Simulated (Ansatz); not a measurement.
An ideal cubic perovskite cell is held by its symmetry; such compounds can tilt or shift off centre at room temperature.

## Evanescent states of CsPbI3 (Pm-3m, cubic perovskite, 5 atoms a cell, 49.4 Å³ an atom) along the normal of (110)

All values below come from r2SCAN (plane waves, PAW; Ansatz, a first-principles code).

The gap is the functional's own. No spin-orbit coupling. Mid-gap values are those at the computed energy nearest the middle.

Energies count from the valence-band top; κ is the least over a 6×4 mesh across the current.

```csv
E (eV),κ (1/Å),where
0.04,0.039,off Γ
0.14,0.065,off Γ
0.23,0.080,off Γ
0.32,0.091,off Γ
0.41,?,off Γ
0.49,?,off Γ
0.58,?,off Γ
0.68,?,off Γ
0.77,?,off Γ
0.85,?,off Γ
0.94,?,off Γ
1.03,?,off Γ
1.12,?,off Γ
1.22,?,off Γ
1.30,0.083,off Γ
1.40,0.072,off Γ
1.49,0.056,off Γ
1.57,0.030,off Γ
```

Fill in the missing entries.


- 0.41, κ (1/Å): 0.098
- 0.49, κ (1/Å): 0.103
- 0.58, κ (1/Å): 0.107
- 0.68, κ (1/Å): 0.109
- 0.77, κ (1/Å): 0.109
- 0.85, κ (1/Å): 0.109
- 0.94, κ (1/Å): 0.107
- 1.03, κ (1/Å): 0.103
- 1.12, κ (1/Å): 0.098
- 1.22, κ (1/Å): 0.092
